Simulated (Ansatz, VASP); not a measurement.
## One calculation of Mg3Te, two programs

```xyz
4
Lattice="-2.1394 2.1394 5.2825 2.1394 -2.1394 5.2825 2.1394 2.1394 -5.2825" Properties=species:S:1:pos:R:3 pbc="T T T"
Te    0.0000    0.0000    0.0000
Mg    2.1394    0.0000    2.6412
Mg    0.0000    2.1394    2.6412
Mg    0.0000    0.0000    5.2825
```

The cell comes from a database or a generator and needn't be the stable form of this composition.

Alike in both runs: task single point; functional PBEsol; k mesh 9 × 9 × 9; occupations fermi-dirac, width 0.05 eV; no spin polarisation.

|  | VASP | Ansatz |
| --- | --- | --- |
| version | VASP 6.6.1 | Ansatz 0.2.0 |
| potentials or method | VASP PAW PBE potentials, release 64 (Te, Mg) | Ansatz PAW |
| plane-wave cutoff (eV) | 520 | 420 |
| valence electrons in the cell | 12 | 46 |

VASP gave:

* gap on the k mesh at the Fermi level (eV): none
* pressure (GPa): -1.1
* largest component of the traceless stress (GPa): 0.14

Problem. What did Ansatz give for the same quantities?

Solution. gap on the k mesh at the Fermi level (eV): none; pressure (GPa): -1.0; largest component of the traceless stress (GPa): 0.12.

A gap of «none» marks a metal or a gap that the smearing closes. The two sets of potentials don't hold the same shells in valence.

Caveats: the PAW data sets were made with another functional, which shifts forces and pressure a little (VASP); the PAW data sets come from PBE, with cores solved anew for the run's functional, which leaves a small shift of forces and pressure (Ansatz). The runs have no spin-orbit coupling, so splittings on Te are missing.
